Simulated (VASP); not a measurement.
# K (Im-3m) in VASP: a series of runs

Runs on K. Level: r2SCAN. Tasks: single point.

Everything below comes from runs of VASP 6.6.1. Logs are shortened: lines on timing, memory, paths and dates and some standing lists are left out, and cuts for length are marked.

## (1) Starting point

Symmetry: Im-3m, No. 229, cubic system. Conventional cell: a = 5.395 Å, b = 5.395 Å, c = 5.395 Å, α = 90.00°, β = 90.00°, γ = 90.00°.

## (2) Single point, r2SCAN

INCAR

```
SYSTEM = K
ADDGRID = .False.
ALGO = Normal
EDIFF = 1E-6
ENCUT = 350
ISIF = 2
ISMEAR = -1
LASPH = .True.
LCHARG = .False.
LMIXTAU = .True.
LREAL = .False.
LWAVE = .False.
METAGGA = R2SCAN
NBANDS = 10
NELM = 100
PREC = Accurate
SIGMA = 0.15
```

KPOINTS

```
k-points
0
Gamma
  2 2 2
  0 0 0
```

POSCAR

```
K
1.0
   -2.6491090000      2.6630490000      2.6437420000
    2.6773590000     -2.6874940000      2.6964360000
    2.7342160000      2.7726000000     -2.6681870000
K
1
Direct
   -0.0060180000      0.0074470000      0.0002300000
```

Potentials or basis: VASP PAW PBE potentials, release 64 (K_pv).

Command:

```sh
$ cat potpaw_PBE.64/K_pv/POTCAR > POTCAR
$ mpirun -np 1 vasp_std > vasp.out
```

OUTCAR:

```text
SYSTEM = K
   EDIFF = 1E-6
   ENCUT = 350
   ISIF = 2
   ISMEAR = -1
   LASPH = .True.
   LREAL = .False.
   METAGGA = R2SCAN
   NELM = 100
   PREC = Accurate

 Found      8 irreducible k-points:

 Following reciprocal coordinates:
            Coordinates               Weight
  0.000000  0.000000  0.000000      1.000000
  0.500000  0.000000 -0.000000      1.000000
  0.000000  0.500000  0.000000      1.000000
  0.500000  0.500000 -0.000000      1.000000
  0.000000  0.000000  0.500000      1.000000
  0.500000  0.000000  0.500000      1.000000
   k-points           NKPTS =      8   k-points in BZ     NKDIM =      8   number of bands    NBANDS=     10
   number of dos      NEDOS =    301   number of ions     NIONS =      1
   total plane-waves  NPLWV =  23520
   dimension x,y,z NGX =    28 NGY =   28 NGZ =   30
   dimension x,y,z NGXF=    56 NGYF=   56 NGZF=   60
   ions per type =               1
   NGX,Y,Z   is equivalent  to a cutoff of  10.13, 10.00, 10.57 a.u.
   NGXF,Y,Z  is equivalent  to a cutoff of  20.27, 20.00, 21.13 a.u.
 SYSTEM =  K
   PREC   = accura    normal or accurate (medium, high low for compatibility)
   ISTART =      0    job   : 0-new  1-cont  2-samecut
   ICHARG =      2    charge: 1-file 2-atom 10-const
   ISPIN  =      1    spin polarized calculation?
   LNONCOLLINEAR =      F non collinear calculations
   LSORBIT =      F    spin-orbit coupling
   LASPH  =      T    aspherical Exc in radial PAW
   ENCUT  =  350.0 eV  25.72 Ry    5.07 a.u.   7.01  7.10  7.20*2*pi/ulx,y,z
   NELM   =    100;   NELMIN=  2; NELMDL= -5     # of ELM steps
   EDIFF  = 0.1E-05   stopping-criterion for ELM
   LREAL  =      F    real-space projection
   EDIFFG = 0.1E-04   stopping-criterion for IOM
   NSW    =      0    number of steps for IOM
   IBRION =     -1    ionic relax: 0-MD 1-quasi-New 2-CG
   NFREE  =      0    steps in history (QN), initial steepest desc. (CG)
   ISIF   =      2    stress and relaxation
   ISYM   =      2    0-nonsym 1-usesym 2-fastsym
   POTIM  = 0.5000    time-step for ionic-motion
   TEBEG  =    0.0;   TEEND  =   0.0 temperature during run
   PSTRESS=    0.0 pullay stress
   NELECT =       7.0000    total number of electrons
   NUPDOWN=      -1.0000    fix difference up-down
   EMIN   =  10.00;   EMAX   =-10.00  energy-range for DOS
   EFERMI =   0.00;   METHOD = LEGACY
   ISMEAR =    -1;   SIGMA  =   0.15  broadening in eV -4-tet -1-fermi 0-gaus
   EFERMI_NEDOS =   21; number of points for ismear=-14 and -15
   IALGO  =     38    algorithm
   IMIX   =      4    mixing-type and parameters
     AMIX     =   0.40;   BMIX     =  1.00
     AMIX_MAG =   1.60;   BMIX_MAG =  1.00
  volume/ion in A,a.u.               =      78.52       529.87
  Fermi-wavevector in a.u.,A,eV,Ry     =   0.731335  1.382024  7.277098  0.534852
  Thomas-Fermi vector in A             =   1.823527
   LORBIT       =      0    0 simple, 1 ext, 2 COOP (PROOUT), +10 PAW based schemes
   METAGGA = R2SCAN    functional components
   LHFCALC =     F    Hartree Fock is set to
   AEXX    =    0.0000 exact exchange contribution
   IVDW    =     0    specifies the selected vdW correction
   LEPSILON=     F    determine dielectric tensor
   LRPA    =     F    only Hartree local field effects (RPA)
 non-spin polarized calculation
  energy-cutoff  :      350.00
  volume of cell :       78.52
 maximum number of plane-waves:      1182
   NGX = 13   NGY = 15   NGZ = 15

 number of electron       7.0000000 magnetization

 Free energy of the ion-electron system (eV)
  ---------------------------------------------------
  ext. energy  EPLUGINS =         0.00000000
  ---------------------------------------------------
  free energy    TOTEN  =        -5.49853966 eV

  energy without entropy =       -5.25163041  energy(sigma->0) =       -5.37508504

 E-fermi :  -0.7717     XC(G=0):  -5.7587

 val. band max:       -3.4002484731   @ k =   0.0000   0.0000   0.0000
 cond. band min:      -0.7235686548   @ k =   0.0000   0.0000   0.5000
 fundamental gap:      2.6766798184
 Fermi energy:        -0.7716731061

 k-point     1 :       0.0000    0.0000    0.0000
  band No.  band energies     occupation
      1     -17.4754      2.00000
      2     -17.4683      2.00000
      3     -17.4608      2.00000
      4      -3.4002      2.00000
      5       3.4921      0.00000
      6       3.5565      0.00000
      7       3.6871      0.00000
      8       4.5161      0.00000
      9       4.6187      0.00000
     10       6.7842      0.00000

 k-point     2 :       0.5000    0.0000   -0.0000
  band No.  band energies     occupation
      1     -17.5294      2.00000
      2     -17.4844      2.00000
      3     -17.4658      2.00000
      4      -0.5950      0.47081
      5      -0.5478      0.36703
      6       2.2759      0.00000
      7       4.1775      0.00000
      8       4.9025      0.00000
      9       5.1645      0.00000
     10       5.6539      0.00000

 k-point     3 :       0.0000    0.5000    0.0000
  band No.  band energies     occupation
      1     -17.5211      2.00000
      2     -17.4863      2.00000
      3     -17.4688      2.00000
      4      -0.6198      0.53307
      5      -0.6028      0.48988
      6       2.2531      0.00000
      7       4.2592      0.00000
      8       4.8864      0.00000
      9       5.2416      0.00000
     10       5.7116      0.00000

 k-point     4 :       0.5000    0.5000   -0.0000
  band No.  band energies     occupation
      1     -17.5334      2.00000
      2     -17.4891      2.00000
      3     -17.4598      2.00000
      4      -0.5826      0.44169
      5      -0.5136      0.30367
      6       2.3497      0.00000
      7       4.0652      0.00000
      8       4.9410      0.00000
      9       5.0421      0.00000
     10       5.7063      0.00000

 k-point     5 :       0.0000    0.0000    0.5000
  band No.  band energies     occupation
      1     -17.5123      2.00000
      2     -17.4856      2.00000
      3     -17.4736      2.00000
      4      -0.7236      0.84101
      5      -0.6837      0.71480
      6       2.3783      0.00000
      7       4.2504      0.00000
      8       5.1019      0.00000
      9       5.2447      0.00000
     10       5.8860      0.00000

 k-point     6 :       0.5000    0.0000    0.5000
  band No.  band energies     occupation
      1     -17.5294      2.00000
      2     -17.4847      2.00000
      3     -17.4661      2.00000
      4      -0.5832      0.44315
      5      -0.5316      0.33585
      6       2.2468      0.00000
      7       4.1919      0.00000
      8       4.8677      0.00000
      9       5.1750      0.00000
     10       5.6095      0.00000

 [... further k-points ...]

------------------------ aborting loop because EDIFF is reached ----------------------------------------

  FORCE on cell =-STRESS in cart. coord.  units (eV):
  Direction    XX          YY          ZZ          XY          YZ          ZX
  --------------------------------------------------------------------------------------
  -------------------------------------------------------------------------------------
  Total        0.2493239      0.2666448      0.1672951      0.1801039     -0.0536107      0.0548923
  in kB        5.0874712      5.4409049      3.4136677      3.6750326     -1.0939304      1.1200803
  external PRESSURE =       4.6473479 kB  Pullay stress =       0.0000000 kB

 VOLUME and BASIS-vectors are now :
 -----------------------------------------------------------------------------
  energy-cutoff  :      350.00
  volume of cell :       78.52
      direct lattice vectors                 reciprocal lattice vectors
    -2.649109000  2.663049000  2.643742000    -0.003889548  0.184877607  0.188126541
     2.677359000 -2.687494000  2.696436000     0.183848792 -0.002040834  0.186277758
     2.734216000  2.772600000 -2.668187000     0.181941348  0.181121382 -0.000133391

 POSITION                                       TOTAL-FORCE (eV/Angst)
 -----------------------------------------------------------------------------------
     -2.61260      2.62765      2.64730        -0.000000      0.000000     -0.000000
 -----------------------------------------------------------------------------------
    total drift:                               -0.000051      0.000015     -0.000040

  FREE ENERGIE OF THE ION-ELECTRON SYSTEM (eV)
  ---------------------------------------------------
  free  energy   TOTEN  =        -5.4985396648 eV

  energy  without entropy=       -5.2516304075  energy(sigma->0) =       -5.37508504
```

Run time: 28 s. Hardware: 1 thread of Intel Xeon Platinum 8559C (Emerald Rapids), shared host; peak memory 0.16 GiB.

The run converged, but some of its settings lie outside the range that counts as converged, so its numbers aren't taken as properties of the crystal.

What came out:

```
Free energy            : -5.4985 eV
Pressure               : 0.5 GPa
Band gap on the k mesh : none (metal or under the smearing width)
```

Caveat: the k mesh is coarse (spacing up to 0.83 Å⁻¹), so the values aren't converged; the PAW data sets were made with another functional, which shifts forces and pressure a little.

## (3) Single point, r2SCAN

Changes to INCAR since step 2:

```diff
@@ -4,3 +4,3 @@
 EDIFF = 1E-6
-ENCUT = 350
+ENCUT = 450
 ISIF = 2
```

KPOINTS is that of step 2.

POSCAR

```
K
1.0
   -2.6975585167      2.6975585167      2.6975585167
    2.6975585167     -2.6975585167      2.6975585167
    2.6975585167      2.6975585167     -2.6975585167
K
1
Direct
    0.0000000000      0.0000000000      0.0000000000
```

Potentials or basis: VASP PAW PBE potentials, release 64 (K_pv).

Command:

```sh
$ cat potpaw_PBE.64/K_pv/POTCAR > POTCAR
$ mpirun -np 1 vasp_std > vasp.out
```

Wall time 24 s (1 thread of Intel Xeon Platinum 8559C (Emerald Rapids), shared host); peak memory 0.18 GiB.

The run converged, but some of its settings lie outside the range that counts as converged, so its numbers aren't taken as properties of the crystal.

What came out:

- Free energy: -5.4954 eV
- Pressure: 0.5 GPa
- Band gap on the k mesh: none (metal or under the smearing width)

Caveat: the k mesh is coarse (spacing up to 0.82 Å⁻¹), so the values aren't converged; the PAW data sets were made with another functional, which shifts forces and pressure a little.

## (4) Single point, r2SCAN

INCAR is that of step 3.

KPOINTS is that of step 3.

POSCAR

```
K
1.0
   -2.6491090000      2.6630490000      2.6437420000
    2.6773590000     -2.6874940000      2.6964360000
    2.7342160000      2.7726000000     -2.6681870000
K
1
Direct
   -0.0060180000      0.0074470000      0.0002300000
```

Potentials or basis: VASP PAW PBE potentials, release 64 (K_pv).

Command:

```sh
$ cat potpaw_PBE.64/K_pv/POTCAR > POTCAR
$ mpirun -np 1 vasp_std > vasp.out
```

OUTCAR:

```text
SYSTEM = K
   EDIFF = 1E-6
   ENCUT = 450
   ISIF = 2
   ISMEAR = -1
   LASPH = .True.
   LREAL = .False.
   METAGGA = R2SCAN
   NELM = 100
   PREC = Accurate

 Found      8 irreducible k-points:

 Following reciprocal coordinates:
            Coordinates               Weight
  0.000000  0.000000  0.000000      1.000000
  0.500000  0.000000 -0.000000      1.000000
  0.000000  0.500000  0.000000      1.000000
  0.500000  0.500000 -0.000000      1.000000
  0.000000  0.000000  0.500000      1.000000
  0.500000  0.000000  0.500000      1.000000
   k-points           NKPTS =      8   k-points in BZ     NKDIM =      8   number of bands    NBANDS=     10
   number of dos      NEDOS =    301   number of ions     NIONS =      1
   total plane-waves  NPLWV =  36864
   dimension x,y,z NGX =    32 NGY =   32 NGZ =   36
   dimension x,y,z NGXF=    64 NGYF=   64 NGZF=   72
   ions per type =               1
   NGX,Y,Z   is equivalent  to a cutoff of  11.58, 11.43, 12.68 a.u.
   NGXF,Y,Z  is equivalent  to a cutoff of  23.16, 22.86, 25.36 a.u.
 SYSTEM =  K
   PREC   = accura    normal or accurate (medium, high low for compatibility)
   ISTART =      0    job   : 0-new  1-cont  2-samecut
   ICHARG =      2    charge: 1-file 2-atom 10-const
   ISPIN  =      1    spin polarized calculation?
   LNONCOLLINEAR =      F non collinear calculations
[... 63 lines left out ...]
      2     -17.4644      2.00000
      3     -17.4582      2.00000
      4      -3.4024      2.00000
      5       3.4936      0.00000
      6       3.5577      0.00000
      7       3.6894      0.00000
      8       4.5195      0.00000
      9       4.6217      0.00000
     10       6.7873      0.00000
[... 53 lines left out ...]
 k-point     6 :       0.5000    0.0000    0.5000
  band No.  band energies     occupation
      1     -17.5256      2.00000
      2     -17.4813      2.00000
      3     -17.4626      2.00000
      4      -0.5835      0.44227
      5      -0.5329      0.33689
      6       2.2472      0.00000
      7       4.1939      0.00000
      8       4.8702      0.00000
      9       5.1768      0.00000
     10       5.6111      0.00000

 [... further k-points ...]

------------------------ aborting loop because EDIFF is reached ----------------------------------------

  FORCE on cell =-STRESS in cart. coord.  units (eV):
  Direction    XX          YY          ZZ          XY          YZ          ZX
  --------------------------------------------------------------------------------------
  -------------------------------------------------------------------------------------
  Total        0.2321459      0.2495366      0.1505913      0.1771416     -0.0507476      0.0567906
  in kB        4.7369527      5.0918105      3.0728255      3.6145858     -1.0355090      1.1588152
  external PRESSURE =       4.3005295 kB  Pullay stress =       0.0000000 kB

 VOLUME and BASIS-vectors are now :
 -----------------------------------------------------------------------------
  energy-cutoff  :      450.00
  volume of cell :       78.52
      direct lattice vectors                 reciprocal lattice vectors
    -2.649109000  2.663049000  2.643742000    -0.003889548  0.184877607  0.188126541
     2.677359000 -2.687494000  2.696436000     0.183848792 -0.002040834  0.186277758
     2.734216000  2.772600000 -2.668187000     0.181941348  0.181121382 -0.000133391

 POSITION                                       TOTAL-FORCE (eV/Angst)
 -----------------------------------------------------------------------------------
     -2.61260      2.62765      2.64730         0.000000      0.000000      0.000000
 -----------------------------------------------------------------------------------
    total drift:                                0.000001      0.000024      0.000008

  FREE ENERGIE OF THE ION-ELECTRON SYSTEM (eV)
  ---------------------------------------------------
  free  energy   TOTEN  =        -5.4993991766 eV

  energy  without entropy=       -5.2523815172  energy(sigma->0) =       -5.37589035
```

OSZICAR:

```text
N       E                     dE             d eps       ncg     rms          rms(c)
DAV:   1     0.132177023021E+02    0.13218E+02   -0.27651E+03   160   0.446E+02
DAV:   2    -0.587167573897E+01   -0.19089E+02   -0.18881E+02   172   0.103E+02
DAV:   3    -0.612700546570E+01   -0.25533E+00   -0.25474E+00   212   0.101E+01
[... 20 lines left out ...]
DAV:  24    -0.549929978711E+01   -0.57257E-07   -0.75613E-05   160   0.771E-02    0.168E-02
DAV:  25    -0.549937241014E+01   -0.72623E-04   -0.15567E-04   160   0.978E-02    0.225E-02
DAV:  26    -0.549939078384E+01   -0.18374E-04   -0.26965E-05   164   0.518E-02    0.185E-02
DAV:  27    -0.549939876372E+01   -0.79799E-05   -0.14734E-05   176   0.316E-02    0.136E-02
DAV:  28    -0.549939917657E+01   -0.41285E-06   -0.61680E-06   164   0.209E-02
   1 F= -.54993992E+01 E0= -.53758903E+01  d E =-.247018E+00
```

Run time: 33 s. Hardware: 1 thread of Intel Xeon Platinum 8559C (Emerald Rapids), shared host; peak memory 0.19 GiB.

The run converged, but some of its settings lie outside the range that counts as converged, so its numbers aren't taken as properties of the crystal.

Results:

| Item | Value |
| --- | --- |
| Free energy | -5.4994 eV |
| Pressure | 0.4 GPa |
| Band gap on the k mesh | none (metal or under the smearing width) |

Caveat: the k mesh is coarse (spacing up to 0.83 Å⁻¹), so the values aren't converged; the PAW data sets were made with another functional, which shifts forces and pressure a little.

(Part 1 of 2 ends here.)
